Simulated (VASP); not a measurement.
Crystal: Os.

```
Os
1.0
    -1.51829    1.51829    1.51829
     1.51829   -1.51829    1.51829
     1.51829    1.51829   -1.51829
Os
1
Direct
  0.00000 0.00000 0.00000
```

This isn't the form of Os at room conditions, which is hcp.

| Item | Value |
| --- | --- |
| Program | VASP 6.6.1 |
| Task | relaxation of cell and atoms |
| Functional | PBE |
| Potentials or basis | VASP PAW PBE potentials, release 64 (Os) |
| Cutoff | 600 eV |
| k mesh | 20 × 20 × 20 |
| Occupations | gaussian, width 0.1 eV |
| Spin | no spin polarisation |

At the start: pressure 22.3 GPa; volume 14.00 Å³/atom.

Where does the relaxation end?

Over 16 steps the energy falls by 51.3 meV/atom and the volume is 14.78 Å³/atom (+5.6 %); space group Im-3m (No. 229, to 0.05 Å).

Step by step:
```tsv
step	energy change (eV)	largest force (eV/Å)	pressure (GPa)	volume (Å³)
1	0.0000	0.0000	22.27	14.00
2	0.5693	0.0000	-45.03	18.32
3	-0.0508	0.0000	-1.99	14.86
4	-0.0513	0.0000	-0.16	14.79
5	-0.0513	0.0000	0.23	14.77
6	-0.0513	0.0000	0.23	14.77
7	-0.0513	0.0000	0.19	14.77
8	-0.0513	0.0000	0.19	14.77
9	-0.0513	0.0000	0.19	14.77
10	-0.0513	0.0000	0.19	14.77
11	-0.0513	0.0000	0.19	14.77
12	-0.0513	0.0000	0.18	14.77
13	-0.0513	0.0000	0.18	14.77
14	-0.0513	0.0000	0.15	14.77
15	-0.0513	0.0000	0.11	14.78
16	-0.0513	0.0000	0.02	14.78
```

Final structure:
```
Os
1.0
    -1.54595    1.54595    1.54595
     1.54595   -1.54595    1.54595
     1.54595    1.54595   -1.54595
Os
1
Direct
  0.00000 0.00000 0.00000
```
